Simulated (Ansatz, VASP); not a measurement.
# One calculation of Si, two programs

INCAR

```
  PREC = Accurate
  ENCUT = 520
  EDIFF = 1E-6
  ISMEAR = 0
  SIGMA = 0.1
  LREAL = F
  LASPH = T
  NELM = 80
  ALGO = Normal
  ISIF = 2
  LWAVE = F
  LCHARG = F
  GGA = PE
  NBANDS = 21
```

Contents of KPOINTS:

```
regular mesh
0
Gamma
  4 4 4
```

File POSCAR:

```
Si
1.0
    3.0822866800     -3.7822164700      0.0000000000
    3.0822866800      3.7822164700      0.0000000000
    0.0000000000      0.0000000000      4.4012236600
Si
6
Direct
    0.6039974100      0.3960025900      0.3101849400
    0.8960025900      0.1039974100      0.3101849400
    0.3960025900      0.6039974100      0.6898150600
    0.1039974100      0.8960025900      0.6898150600
    0.7500000000      0.7500000000      0.0000000000
    0.2500000000      0.2500000000      0.0000000000
```

Input for Ansatz:

```yaml
crystal:
  lattice:
    - [3.08228668, -3.78221647, 0.0]
    - [3.08228668, 3.78221647, 0.0]
    - [0.0, 0.0, 4.40122366]
  atoms:
    - { symbol: Si, position: [0.60399741, 0.39600259, 0.31018494] }
    - { symbol: Si, position: [0.89600259, 0.10399741, 0.31018494] }
    - { symbol: Si, position: [0.39600259, 0.60399741, 0.68981506] }
    - { symbol: Si, position: [0.10399741, 0.89600259, 0.68981506] }
    - { symbol: Si, position: [0.75, 0.75, 0.0] }
    - { symbol: Si, position: [0.25, 0.25, 0.0] }
basis:
  ecutwfc: 420
kpoints:
  mp_grid: { grid: [4, 4, 4] }
hamiltonian:
  xc: pbe
scf:
  occupations: { method: gaussian, width: 0.1 }
  lower_state_search: "off"
output:
  forces: true
  stress: true
  eigenvalues: true
```

Alike in both runs: task single point; functional PBE; k mesh 4 × 4 × 4; occupations gaussian, width 0.1 eV; no spin polarisation.

|  | VASP | Ansatz |
| --- | --- | --- |
| version | VASP 6.6.1 | Ansatz 0.2.0 |
| potentials or method | VASP PAW PBE potentials, release 64 (Si) | scalar-relativistic, plane waves, PAW |
| plane-wave cutoff (eV) | 520 | 420 |
| valence electrons in the cell | 24 | 24 |

Ansatz gave:

```
gap on the k mesh at the Fermi level (eV)       : none
pressure (GPa)                                  : 26.5
largest component of the traceless stress (GPa) : 7.18
rms of the force components (eV/Å)              : 0.683
```

Q: Which values does VASP return?

A: gap on the k mesh at the Fermi level (eV): none; pressure (GPa): 26.4; largest component of the traceless stress (GPa): 7.20; rms of the force components (eV/Å): 0.680.

Atom by atom the forces differ by 0.003 eV/Å (rms over components). A gap of «none» marks a metal or a gap that the smearing closes. The functional is the same, so the differences come from potentials, cutoffs and numerics.

Caveats: so large a pressure means that the cell lies far from this level's equilibrium, or that cutoff or potentials fall short (VASP); forces of over 1 eV/Å show positions far from the minimum, so gaps and moduli don't describe the material at rest.
